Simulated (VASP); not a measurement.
## NaCl (strained CsCl): one PBE single-point calculation in two programs

```xyz
2
Lattice="3.4945 -0.1197 -0.1197 -0.1197 3.4945 -0.1197 -0.1197 -0.1197 3.4945" Properties=species:S:1:pos:R:3 pbc="T T T"
Na    0.0000    0.0000    0.0000
Cl    1.6275    1.6275    1.6275
```

Datasets and cutoffs are each program's own. VASP's cell holds 14 valence electrons and Ansatz's 16. Ansatz's stress includes a Pulay correction; VASP's doesn't.

Cutoffs: 520 eV in VASP, 420 eV in Ansatz. k meshes: 8×8×8 and 8×8×8.

```
                              VASP   Ansatz
gap between bands v and c  4.08 eV  4.08 eV
         least direct gap  4.45 eV  4.45 eV
                 pressure  0.7 GPa  0.7 GPa
```

Band v is the last that the valence electrons fill when counted band by band, and c is the next. Levels in eV from the top of v, Ansatz:

```
point    v−1      v     c   c+1
    Γ  -0.37  -0.37  4.08  8.61
    X  -0.36  -0.14  6.96  8.72
    M  -2.16   0.00  5.63  9.76
    R  -1.88  -1.75  6.86  6.86
```

VASP:

```tsv
point	v−1	v	c	c+1
Γ	-0.37	-0.37	4.08	8.66
X	-0.36	-0.14	6.97	8.72
M	-2.16	0.00	5.65	9.82
R	-1.88	-1.75	6.89	6.89
```
